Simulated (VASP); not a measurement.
# Bi (R-3m) in VASP: notebook

The runs below take Bi through relaxation of cell and atoms, with PBE, rev-vdW-DF2.

Everything below comes from runs of VASP 6.6.1. Logs are shortened: lines on timing, memory, paths and dates and some standing lists are left out, and cuts for length are marked.

## (1) The crystal as given

The structure is trigonal, space group R-3m (No. 166). Conventional cell: a = 4.586 Å, b = 4.586 Å, c = 12.118 Å, α = 90.00°, β = 90.00°, γ = 120.00°. Around Bi (site symmetry 3m) lie 3 Bi at 3.11 Å.

## (2) Relaxation of cell and atoms, PBE

The input, INCAR:

```
SYSTEM = Bi
  PREC = Accurate
  ENCUT = 300
  EDIFF = 1E-7
  ISMEAR = 1
  SIGMA = 0.1
  LREAL = .False.
  LASPH = .True.
  NELM = 80
  ALGO = Normal
  ISIF = 3
  LWAVE = .False.
  LCHARG = .False.
  GGA = PE
  IBRION = 2
  NSW = 90
  EDIFFG = -0.005
```

The input, KPOINTS:

```
regular mesh
0
Gamma
  6 6 5
  0 0 0
```

The input, POSCAR:

```
Bi                                      
1.0
    2.2928918398      1.3238017210      4.0391976450
   -2.2928918398      1.3238017210      4.0391976450
    0.0000000000     -2.6476034419      4.0391976450
  Bi            
     2
Direct
     0.2337813278565347    0.2337813278565347    0.2337813278565347
     0.7662186721434652    0.7662186721434652    0.7662186721434652
```

Potentials or basis: VASP PAW PBE potentials, release 64 (Bi).

Launch:

```sh
cat potpaw_PBE.64/Bi/POTCAR > POTCAR
mpirun -np 1 vasp_std > vasp.out
```

OUTCAR:

```text
SYSTEM = Bi
   PREC = Accurate
   ENCUT = 300
   EDIFF = 1E-7
   ISMEAR = 1
   LREAL = .False.
   LASPH = .True.
   NELM = 80
   ISIF = 3
   GGA = PE
   IBRION = 2
   NSW = 90
   EDIFFG = -0.005

 ion  position               nearest neighbor table
   1  0.234  0.234  0.234-   2 3.11   2 3.11   2 3.11   2 3.58   2 3.58   2 3.58
   2  0.766  0.766  0.766-   1 3.11   1 3.11   1 3.11   1 3.58   1 3.58   1 3.58

  LATTYP: Found a trigonal (rhomboedric) cell.
 ALAT       =     4.8295881399
 COS(alpha) =     0.5492072317

  Lattice vectors:

 A1 = (   2.2928918398,   1.3238017210,   4.0391976450)
 A2 = (  -2.2928918398,   1.3238017210,   4.0391976450)
 A3 = (   0.0000000000,  -2.6476034419,   4.0391976450)

Analysis of symmetry for initial positions (statically):
=====================================================================
 Subroutine PRICEL returns:
 Original cell was already a primitive cell.

 Routine SETGRP: Setting up the symmetry group for a
 trigonal (rhombohedral) supercell.

 Subroutine GETGRP returns: Found 12 space group operations
 (whereof 12 operations were pure point group operations)
 out of a pool of 12 trial point group operations.

The static configuration has the point symmetry D_3d.

Analysis of symmetry for dynamics (positions and initial velocities):
=====================================================================
 Subroutine PRICEL returns:
 Original cell was already a primitive cell.

 Routine SETGRP: Setting up the symmetry group for a
 trigonal (rhombohedral) supercell.

 Subroutine GETGRP returns: Found 12 space group operations
 (whereof 12 operations were pure point group operations)
 out of a pool of 12 trial point group operations.

The dynamic configuration has the point symmetry D_3d.

 Subroutine INISYM returns: Found 12 space group operations
 (whereof 12 operations are pure point group operations),
 and found     1 'primitive' translations

----------------------------------------------------------------------------------------

                                     Primitive cell

  volume of cell :      73.5619

  direct lattice vectors                    reciprocal lattice vectors
     2.292891840  1.323801721  4.039197645     0.218065236  0.125900023  0.082524640
    -2.292891840  1.323801721  4.039197645    -0.218065236  0.125900023  0.082524640
     0.000000000 -2.647603442  4.039197645     0.000000000 -0.251800045  0.082524640

  length of vectors
     4.829588140  4.829588140  4.829588140     0.264978450  0.264978450  0.264978450

  position of ions in fractional coordinates (direct lattice)
     0.233781328  0.233781328  0.233781328
     0.766218672  0.766218672  0.766218672

  ion indices of the primitive-cell ions
   primitive index   ion index
                 1           1
                 2           2

----------------------------------------------------------------------------------------

 KPOINTS: regular mesh

Automatic generation of k-mesh.
 Grid dimensions read from file:
 generate k-points for:    6    6    5

 Generating k-lattice:

  Cartesian coordinates                     Fractional coordinates (reciprocal lattice)
     0.036344206  0.020983337  0.013754107     0.166666667  0.000000000  0.000000000
    -0.036344206  0.020983337  0.013754107     0.000000000  0.166666667  0.000000000
     0.000000000 -0.050360009  0.016504928     0.000000000  0.000000000  0.200000000

  Length of vectors
     0.044163075  0.044163075  0.052995690

  Shift w.r.t. Gamma in fractional coordinates (k-lattice)
     0.000000000  0.000000000  0.000000000

 -----------------------------------------------------------------------------
|                                                                             |
|           W    W    AA    RRRRR   N    N  II  N    N   GGGG   !!!           |
|           W    W   A  A   R    R  NN   N  II  NN   N  G    G  !!!           |
|           W    W  A    A  R    R  N N  N  II  N N  N  G       !!!           |
|           W WW W  AAAAAA  RRRRR   N  N N  II  N  N N  G  GGG   !            |
|           WW  WW  A    A  R   R   N   NN  II  N   NN  G    G                |
|           W    W  A    A  R    R  N    N  II  N    N   GGGG   !!!           |
|                                                                             |
|     Your reciprocal lattice and k-lattice belong to different lattice       |
|     classes:                                                                |
|                                                                             |
|        The reciprocal lattice is rhombohedral (trigonal),                   |
|        whereas your k-lattice is base-centered monoclinic.                  |
|                                                                             |
|     Results are often still useful ...                                      |
|                                                                             |
 -----------------------------------------------------------------------------

 WARNING: IBZKPT: internal override: KBLOWUP is changed to .FALSE.
      ... skipping the blow-up phase ...

 Subroutine IBZKPT returns following result:
 ===========================================

 Found     55 irreducible k-points:

 Following reciprocal coordinates:
            Coordinates               Weight
  0.000000  0.000000  0.000000      1.000000
  0.166667 -0.000000 -0.000000      4.000000
  0.333333 -0.000000 -0.000000      4.000000
  0.500000  0.000000 -0.000000      2.000000
  0.166667  0.166667 -0.000000      2.000000
  0.333333  0.166667 -0.000000      4.000000
[... 16 lines left out ...]
 -0.333333  0.166667  0.200000      4.000000
 -0.166667  0.166667  0.200000      4.000000
 [... further k-points ...]
   k-points           NKPTS =     55   k-points in BZ     NKDIM =     55   number of bands    NBANDS=      9
   number of dos      NEDOS =    301   number of ions     NIONS =      2
   total plane-waves  NPLWV =  21952
   dimension x,y,z NGX =    28 NGY =   28 NGZ =   28
   dimension x,y,z NGXF=    56 NGYF=   56 NGZF=   56
   ions per type =               2
   NGX,Y,Z   is equivalent  to a cutoff of   9.64,  9.64,  9.64 a.u.
   NGXF,Y,Z  is equivalent  to a cutoff of  19.28, 19.28, 19.28 a.u.
 SYSTEM =  Bi
   PREC   = accura    normal or accurate (medium, high low for compatibility)
   ISTART =      0    job   : 0-new  1-cont  2-samecut
   ICHARG =      2    charge: 1-file 2-atom 10-const
   ISPIN  =      1    spin polarized calculation?
   LNONCOLLINEAR =      F non collinear calculations
   LSORBIT =      F    spin-orbit coupling
   LASPH  =      T    aspherical Exc in radial PAW
   ENCUT  =  300.0 eV  22.05 Ry    4.70 a.u.   6.82  6.82  6.82*2*pi/ulx,y,z
   NELM   =     80;   NELMIN=  2; NELMDL= -5     # of ELM steps
   EDIFF  = 0.1E-06   stopping-criterion for ELM
   LREAL  =      F    real-space projection
   EDIFFG = -.5E-02   stopping-criterion for IOM
   NSW    =     90    number of steps for IOM
   IBRION =      2    ionic relax: 0-MD 1-quasi-New 2-CG
   NFREE  =      1    steps in history (QN), initial steepest desc. (CG)
   ISIF   =      3    stress and relaxation
   ISYM   =      2    0-nonsym 1-usesym 2-fastsym
   POTIM  = 0.5000    time-step for ionic-motion
   TEBEG  =    0.0;   TEEND  =   0.0 temperature during run
   PSTRESS=    0.0 pullay stress
   NELECT =      10.0000    total number of electrons
   NUPDOWN=      -1.0000    fix difference up-down
   EMIN   =  10.00;   EMAX   =-10.00  energy-range for DOS
   EFERMI =   0.00;   METHOD = LEGACY
   ISMEAR =     1;   SIGMA  =   0.10  broadening in eV -4-tet -1-fermi 0-gaus
   EFERMI_NEDOS =   21; number of points for ismear=-14 and -15
   IALGO  =     38    algorithm
   IMIX   =      4    mixing-type and parameters
     AMIX     =   0.40;   BMIX     =  1.00
     AMIX_MAG =   1.60;   BMIX_MAG =  1.00
  volume/ion in A,a.u.               =      36.78       248.21
  Fermi-wavevector in a.u.,A,eV,Ry     =   0.841764  1.590704  9.640643  0.708567
  Thomas-Fermi vector in A             =   1.956362
   LORBIT       =      0    0 simple, 1 ext, 2 COOP (PROOUT), +10 PAW based schemes
   GGA     = PE    functional components
   LHFCALC =     F    Hartree Fock is set to
   AEXX    =    0.0000 exact exchange contribution
   IVDW    =     0    specifies the selected vdW correction
   LEPSILON=     F    determine dielectric tensor
   LRPA    =     F    only Hartree local field effects (RPA)
 conjugate gradient relaxation of ions
 non-spin polarized calculation
 Methfessel and Paxton  Order N= 1 SIGMA  =   0.10
  energy-cutoff  :      300.00
  volume of cell :       73.56
 maximum number of plane-waves:       887
   NGX = 13   NGY = 13   NGZ = 13

--------------------------------------- Ionic step        1  -------------------------------------------

 number of electron      10.0000002 magnetization

 Free energy of the ion-electron system (eV)
  ---------------------------------------------------
  ext. energy  EPLUGINS =         0.00000000
  ---------------------------------------------------
  free energy    TOTEN  =        -7.75591671 eV

  energy without entropy =       -7.75530163  energy(sigma->0) =       -7.75571168

------------------------ aborting loop because EDIFF is reached ----------------------------------------

  FORCE on cell =-STRESS in cart. coord.  units (eV):
  Direction    XX          YY          ZZ          XY          YZ          ZX
  --------------------------------------------------------------------------------------
  -------------------------------------------------------------------------------------
  Total        0.0110056      0.0110056     -0.0086128      0.0000000     -0.0000000      0.0000000
  in kB        0.2397009      0.2397009     -0.1875859      0.0000000     -0.0000000      0.0000000
  external PRESSURE =       0.0972720 kB  Pullay stress =       0.0000000 kB
[... 57 lines left out ...]
  energy  without entropy=       -7.7553149236  energy(sigma->0) =       -7.75572381

--------------------------------------- Ionic step        3  -------------------------------------------

 number of electron      10.0000002 magnetization

 Free energy of the ion-electron system (eV)
  ---------------------------------------------------
  ext. energy  EPLUGINS =         0.00000000
  ---------------------------------------------------
  free energy    TOTEN  =        -7.75593373 eV

  energy without entropy =       -7.75532235  energy(sigma->0) =       -7.75572994

 E-fermi :   4.8003     XC(G=0):  -9.1740

 val. band max:        4.7741942181   @ k =   0.5000   0.3333   0.4000
 cond. band min:       4.9190169540   @ k =   0.0000   0.0000   0.4000
 fundamental gap:      0.1448227359
 Fermi energy:         4.8002743846

 k-point     1 :       0.0000    0.0000    0.0000
  band No.  band energies     occupation
      1      -8.0138      2.00000
      2      -2.8106      2.00000
      3       3.3474      2.00000
      4       3.6826      2.00000
      5       3.6826      2.00000
      6       7.2037      0.00000
      7       7.6602      0.00000
      8       7.6602      0.00000
      9      10.3971      0.00000
[... 265 lines left out ...]
 k-point    24 :      -0.1667    0.1667    0.2000
  band No.  band energies     occupation
      1      -7.0529      2.00000
      2      -4.3108      2.00000
      3       2.4773      2.00000
      4       2.8596      2.00000
      5       3.0633      2.00000
      6       6.5793     -0.00000
      7       7.0082      0.00000
      8       7.8827      0.00000
      9       9.1876      0.00000

 [... further k-points ...]
[... 5 lines left out ...]
  --------------------------------------------------------------------------------------
  -------------------------------------------------------------------------------------
  Total       -0.0049633     -0.0049633     -0.0033795     -0.0000000     -0.0000000      0.0000000
  in kB       -0.1080184     -0.1080184     -0.0735507     -0.0000000     -0.0000000      0.0000000
  external PRESSURE =      -0.0965292 kB  Pullay stress =       0.0000000 kB
[... 17 lines left out ...]
  FREE ENERGIE OF THE ION-ELECTRON SYSTEM (eV)
  ---------------------------------------------------
  free  energy   TOTEN  =        -7.7559337263 eV

  energy  without entropy=       -7.7553223532  energy(sigma->0) =       -7.75572994

 reached required accuracy - stopping structural energy minimisation
```

Run time: 13 s. Hardware: 1 thread of Intel Xeon 6975P-C (Granite Rapids), shared host; peak memory 0.16 GiB.

Results:

```
Free energy                            : -7.7559 eV
Relaxed volume                         : 36.81 Å³/atom
Relaxed cell                           : a = 4.829 Å, b = 4.829 Å, c = 4.829 Å, α = 56.74°, β = 56.74°, γ = 56.74°
Space group after relaxing (to 0.05 Å) : R-3m (No. 166)
Energy gained by relaxing              : 0.0 meV/atom
Ionic steps                            : 3
Pressure after relaxing                : 0.0 GPa
Band gap on the k mesh                 : none (metal or under the smearing width)
```

Forces on the atoms (eV/Å):
```
Bi   0.000  0.000 -0.002
Bi   0.000  0.000  0.002
```

Final structure:
```
CELL_PARAMETERS angstrom
2.29432 1.32463 4.03723
-2.29432 1.32463 4.03723
0.00000 -2.64925 4.03723
ATOMIC_POSITIONS crystal
Bi 0.23370 0.23370 0.23370
Bi 0.76630 0.76630 0.76630
```

Caveat: spin-orbit coupling is left out, which moves the levels of the heavy elements.

## (3) Relaxation of cell and atoms, rev-vdW-DF2

This run uses another cell than the first one, of 35.07 Å³/atom, 0.953 times its volume.

The input, INCAR:

```
PREC     = Accurate       # precision mode
ENCUT    = 600            # plane-wave cutoff, eV
EDIFF    = 1E-6           # SCF threshold, eV
ISMEAR   = 1              # smearing method
SIGMA    = 0.1            # smearing width, eV
LREAL    = False          # projectors in reciprocal space
LASPH    = True           # aspherical terms in the spheres
NELM     = 80             # most SCF steps
ALGO     = Normal         # electronic algorithm
ISIF     = 3              # what is computed and relaxed
LWAVE    = False          # write WAVECAR
LCHARG   = False          # write CHGCAR
GGA      = MK             # functional
LUSE_VDW = True         
AGGAC    = 0.0          
PARAM1   = 0.1234       
PARAM2   = 0.711357     
ZAB_VDW  = -1.8867      
IBRION   = 2              # ionic algorithm
NSW      = 90             # ionic steps
EDIFFG   = -0.01          # ionic threshold
```

The input, KPOINTS:

```
regular mesh
0
Gamma
  12 12 10
```

The input, POSCAR:

```
Bi
1.0
    2.2675000000      1.3091417354      3.9380000000
   -2.2675000000      1.3091417354      3.9380000000
    0.0000000000     -2.6182834708      3.9380000000
Bi
2
Direct
    0.2340000000      0.2340000000      0.2340000000
    0.7660000000      0.7660000000      0.7660000000
```

Potentials or basis: VASP PAW PBE potentials, release 64 (Bi_d).

Launch:

```sh
cat potpaw_PBE.64/Bi_d/POTCAR > POTCAR
mpirun -np 1 vasp_std > vasp.out
```

It took 67 min on 1 thread of Intel Xeon 6975P-C (Granite Rapids), shared host; peak memory 0.99 GiB.

It converged, with:

```
Free energy                            : -1.8902 eV
Relaxed volume                         : 35.79 Å³/atom
Relaxed cell                           : a = 4.773 Å, b = 4.773 Å, c = 4.773 Å, α = 56.99°, β = 56.99°, γ = 56.99°
Space group after relaxing (to 0.05 Å) : R-3m (No. 166)
Energy gained by relaxing              : 4.4 meV/atom
Ionic steps                            : 14
Pressure after relaxing                : 0.0 GPa
Largest force after relaxing           : 0.009 eV/Å
Band gap on the k mesh                 : none (metal or under the smearing width)
```

Forces on the atoms (eV/Å):
```
Bi   0.000  0.000  0.009
Bi   0.000  0.000 -0.009
```

The path:
```csv
step,energy change (eV),largest force (eV/Å),pressure (GPa),volume (Å³)
1,0.0000,0.2233,1.26,70.14
2,-0.0052,0.0353,-0.81,72.97
3,-0.0081,0.0594,-0.04,71.88
4,-0.0081,0.0523,-0.05,71.93
5,-0.0081,0.0498,-0.09,71.96
6,-0.0085,0.0323,-0.11,71.86
7,-0.0087,0.0152,-0.15,71.77
8,-0.0087,0.0200,-0.05,71.58
9,-0.0088,0.0015,-0.07,71.67
10,-0.0088,0.0001,-0.05,71.68
11,-0.0088,0.0091,-0.05,71.72
12,-0.0088,0.0001,-0.09,71.69
13,-0.0088,0.0149,0.11,71.43
14,-0.0088,0.0087,0.00,71.58
```

Final structure:
```
Bi
1.0
     2.27743    1.31488    3.98371
    -2.27743    1.31488    3.98371
     0.00000   -2.62975    3.98371
Bi
2
Direct
  0.23520 0.23520 0.23520
  0.76480 0.76480 0.76480
```

Levels at points of the mesh, in eV from the Fermi level:
```csv
k point,band 13,band 14,band 15,band 16,band 17,band 18
"(0.00, 0.00, 0.00)",-1.53,-1.16,-1.16,2.53,2.89,2.89
"(0.50, 0.00, 0.00)",-1.31,-1.09,-0.30,-0.24,0.43,0.93
"(0.50, 0.50, 0.00)",-4.60,-3.00,-2.81,2.49,4.76,5.26
"(0.50, 0.50, 0.50)",-0.85,-0.53,-0.53,0.66,0.66,0.67
```

Caveat: the PAW data sets were made with another functional, which shifts forces and pressure a little; spin-orbit coupling is left out, which moves the levels of the heavy elements.

(Continued in part 2 of 2.)
